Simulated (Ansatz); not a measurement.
# CO2: the cost of one run

Method: DFT PBE, scalar-relativistic, plane waves, PAW, in Ansatz 0.2.0.

## (1) The structure to begin with

The structure is tetragonal, space group P4/mmm (No. 123). The conventional cell has a = 12.000 Å, b = 12.000 Å, c = 12.000 Å, α = 90.00°, β = 90.00°, γ = 90.00°. C (site symmetry 4/mmm) has 2 O at 1.16 Å as nearest neighbours. O (site symmetry 4mm) has 1 C at 1.16 Å as nearest neighbours.

As a file:

```
CELL_PARAMETERS angstrom
12.00000 0.00000 0.00000
0.00000 12.00000 0.00000
0.00000 0.00000 12.00000
ATOMIC_POSITIONS crystal
C 0.50000 0.50000 0.50000
O 0.50000 0.50000 0.59667
O 0.50000 0.50000 0.40333
```

## (2) Single point: CO2 in a box, no spin

The input, input.yaml:

```yaml
crystal:
  lattice:
    - [12.0, 0.0, 0.0]
    - [0.0, 12.0, 0.0]
    - [0.0, 0.0, 12.0]
  atoms:
    - { symbol: C, position: [0.5, 0.5, 0.5] }
    - { symbol: O, position: [0.5, 0.5, 0.5966666667] }
    - { symbol: O, position: [0.5, 0.5, 0.4033333333] }
scf:
  occupations: { method: fixed }
output:
  forces: true
  stress: false
  core_levels: { shells: { O: "1s", C: "1s" } }
  write_density: true
  write_potential: true
  elf: true
  volumetric_format: npy
hamiltonian:
  xc: pbe
kpoints:
  mp_grid: { grid: [1, 1, 1] }
```

Run with:

```
> ansatz run input.yaml --threads 8 --pin off --max-ram 16384MiB --backend cpu --events-out ev --progress --plain --runs-dir out
```

Q: Estimate wall time and peak memory on 8 threads of Intel Xeon Platinum 8259CL at 2.50GHz (Skylake/Cascade Lake), shared host.

About 21 s, with a peak of 1.4 GiB.
